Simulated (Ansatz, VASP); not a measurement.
**Two plane-wave programs on PtS2**

```
CELL_PARAMETERS angstrom
3.58983 0.00000 0.00000
-1.79491 3.10888 0.00000
0.00000 0.00000 5.10511
ATOMIC_POSITIONS crystal
Pt 0.00000 0.00000 0.00000
S 0.66667 0.33333 0.77300
S 0.33333 0.66667 0.22700
```

Change from the starting cell: volume scaled by 1.04.

Alike in both runs: task single point; functional PBEsol; k mesh 9 × 9 × 5; occupations fermi-dirac, width 0.05 eV; no spin polarisation.

|  | VASP | Ansatz |
| --- | --- | --- |
| version | VASP 6.6.1 | Ansatz 0.2.0 |
| potentials or method | VASP PAW PBE potentials, release 64 (Pt, S) | Ansatz PAW |
| plane-wave cutoff (eV) | 520 | 420 |
| valence electrons in the cell | 22 | 30 |

Ansatz gave:

- gap on the k mesh at the Fermi level (eV): 0.91
- least direct gap on the mesh (eV): 0.95
- pressure (GPa): 0.3
- largest component of the traceless stress (GPa): 1.32
- rms of the force components (eV/Å): 0.179

What did VASP give for the same quantities?

gap on the k mesh at the Fermi level (eV): 0.92; least direct gap on the mesh (eV): 0.96; pressure (GPa): 0.1; largest component of the traceless stress (GPa): 1.45; rms of the force components (eV/Å): 0.170.

Atom by atom the forces differ by 0.009 eV/Å (rms over components). The functional is the same, so the differences come from potentials, cutoffs and numerics. The two sets of potentials don't hold the same shells in valence.

Caveats: spin-orbit coupling is left out, which moves the levels of the heavy elements; the PAW data sets were made with another functional, which shifts forces and pressure a little (VASP); an odd mesh through Γ misses points on the zone boundary, where band edges often lie (VASP); odd divisions of the mesh miss points on the zone boundary, where band edges often lie, so the gap on the mesh can be too wide (Ansatz); the PAW data sets come from PBE, with cores solved anew for the run's functional, which leaves a small shift of forces and pressure (Ansatz).
